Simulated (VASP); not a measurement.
**BAs (CsCl): one PBE with spin–orbit coupling single-point calculation in two programs**

```
B As
1.0
     2.92516    0.00000    0.00000
     0.00000    2.92516    0.00000
     0.00000    0.00000    2.92516
B As
1 1
Cartesian
  0.0000 0.0000 0.0000
  1.4626 1.4626 1.4626
```

Datasets and cutoffs are each program's own. VASP's cell holds 8 valence electrons and Ansatz's 18.

Cutoffs: 520 eV in VASP, 420 eV in Ansatz. k meshes: 8×8×8 and 8×8×8.

```
                                                        VASP                             Ansatz
gap between bands v and c  -5.69 eV (bands overlap: a metal)  -5.69 eV (bands overlap: a metal)
         least direct gap                            0.08 eV                            0.08 eV
```

Band v is the last that the valence electrons fill when counted band by band, and c is the next. Levels in eV from the top of v, Ansatz:

| point | v−2 | v | c | c+2 |
| --- | --- | --- | --- | --- |
| Γ | -3.63 | -3.63 | -3.01 | 2.85 |
| X | -0.01 | 0.00 | 0.28 | 0.60 |
| M | -9.64 | -8.32 | 1.29 | 2.34 |
| R | -5.82 | -5.82 | -5.39 | -4.84 |

VASP:

```
point    v−2      v      c    c+2
    Γ  -3.62  -3.62  -3.00   2.82
    X  -0.01   0.00   0.29   0.61
    M  -9.64  -8.33   1.29   2.36
    R  -5.82  -5.82  -5.39  -4.85
```
